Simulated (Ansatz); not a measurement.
Task: a projected density of states of ZnS, space group R3m, with Ansatz's Python interface. Give the script and its output. Level of theory: r2SCAN, PAW, cutoff 530 eV, 6×6×6 k-points, fixed occupations.

Contents of `zns.cif`:
```cif
data_ZnS
_cell_length_a 15.782340
_cell_length_b 15.782340
_cell_length_c 15.782340
_cell_angle_alpha 13.93868
_cell_angle_beta 13.93868
_cell_angle_gamma 13.93868
_symmetry_space_group_name_H-M 'P 1'
_symmetry_Int_Tables_number 1
loop_
_symmetry_equiv_pos_as_xyz
'x, y, z'
loop_
_atom_site_label
_atom_site_type_symbol
_atom_site_fract_x
_atom_site_fract_y
_atom_site_fract_z
Zn1 Zn    0.000000    0.000000    0.000000
Zn2 Zn    0.733337    0.733337    0.733337
Zn3 Zn    0.466663    0.466663    0.466663
Zn4 Zn    0.866667    0.866667    0.866667
Zn5 Zn    0.600003    0.600003    0.600003
S6 S    0.050000    0.050000    0.050000
S7 S    0.783337    0.783337    0.783337
S8 S    0.516663    0.516663    0.516663
S9 S    0.916667    0.916667    0.916667
S10 S    0.650003    0.650003    0.650003
```

The script, `zns.py`:
```python
"""Which atoms and shells make the states of ZnS."""

import ansatz
from ase.io import read
import numpy as np

atoms = read("zns.cif")
system = ansatz.Crystal.from_ase(atoms)

model = (
    system.calculation()
    .basis(530)
    .scf(tolerance=1e-09)
    .kpoints(mesh=(6, 6, 6))
    .functional(ansatz.Functional.R2SCAN)
    .occupations("Fixed")
    .scf(extra_bands=26)
    .density_of_states(projected=True, method="smearing", broadening_width=0.15, energy_step=0.1)
)
out = model.run(threads=1, backend="cpu")
report = out.report

dos = out.density_of_states()
energy = np.asarray(dos.energies_ev) - dos.fermi_ev
curves = {}
for site in out.projected_density_of_states().sites:
    for shell in site.shells:
        weight = sum(np.sum(curve.g_bin_mean_per_ev, axis=0) for curve in shell.curves)
        name = f"{site.species} {shell.label}"
        curves[name] = curves.get(name, 0) + weight

print("E-EF   " + " ".join(f"{name:>8s}" for name in curves))
for e in np.arange(-8, 4 + 0.1, 1.0):
    print(f"{e:5.1f}  " + " ".join(f"{np.interp(e, energy, g):8.3f}" for g in curves.values()))
```

```console
$ python zns.py
E-EF      Zn 4S    Zn 3D     S 3S     S 3P
 -8.0     0.000    0.000    0.000    0.000
 -7.0     0.000    0.000    0.000    0.000
 -6.0     0.367   61.014    0.082    1.502
 -5.0     0.527    0.410    0.037    1.459
 -4.0     0.707    0.853    0.299    2.460
 -3.0     0.363    0.706    0.193    4.937
 -2.0     0.179    0.786    0.091    7.944
 -1.0     0.016    0.683    0.009    6.934
  0.0     0.000    0.061    0.000    0.565
  1.0     0.000    0.000    0.000    0.000
  2.0     0.000    0.000    0.000    0.000
  3.0     0.048    0.000    0.025    0.005
  4.0     1.381    0.010    0.320    0.489
```

Caveats:
- Semilocal gaps usually lie well under measured ones.
- The Fermi level of a run with fixed occupations marks the highest occupied state on its mesh, not mid-gap.
- The crystal has a gap of about 2.71 eV on the mesh; density of states inside it is the tail of the broadening.
- The structure is a deposited one; some such entries were measured under pressure or heat, so a shift against it needn't be the functional's error alone.
- Curves are summed over the cell's atoms. Only shells that the potentials hold have channels, so projections don't add up to the total, least of all where a shell is missing (p of most metals); heights and places of peaks move with the mesh.
- The density of states is complete only as far up as bands were computed.
- Wall time of the script: 110 s on 1 thread of Arm Neoverse V2 (shared host), peak memory 1.1 GiB.
